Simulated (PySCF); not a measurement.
Mapped SMILES: `[OH:1][c:2]1[cH:3][cH:4][cH:5][cH:6][cH:7]1`. Hydrogens are named by the atom that carries them.

Geometry: PBE0-D3(BJ)/def2-SVP; GIAO absolute shieldings from PySCF, gas phase, non-relativistic, averaged over equivalent atoms.

At PBE0/cc-pVDZ (128 basis functions, 20 s wall time on 1 thread of an x86-64 server CPU, shared host):
| atoms | σ (ppm) |
| --- | --- |
| O1 | 225.5 |
| C2 | 42.1 |
| C4/C6 | 67.2 |
| C5 | 78.1 |
| C3/C7 | 83.8 |
| H(C4)/H(C6) | 24.13 |
| H(C5) | 24.51 |
| H(C3)/H(C7) | 24.77 |
| H(O1) | 28.15 |

What do these become at PBE0/6-311+G(2d,p)?

Answers


| atoms | σ at PBE0/6-311+G(2d,p) | change |
| --- | --- | --- |
| O1 | 211.4 | -14.1 |
| C2 | 25.7 | -16.4 |
| C4/C6 | 53.1 | -14.1 |
| C5 | 63.9 | -14.2 |
| C3/C7 | 69.8 | -14.0 |
| H(C4)/H(C6) | 24.08 | -0.05 |
| H(C5) | 24.47 | -0.04 |
| H(C3)/H(C7) | 24.65 | -0.12 |
| H(O1) | 27.96 | -0.19 |

The largest change is at C2 (aromatic carbon bearing oxygen). Cost: 225 basis functions, 28 s wall time on 1 thread of an Arm Neoverse V1, shared host. The order of the carbon signals is the same at both levels.
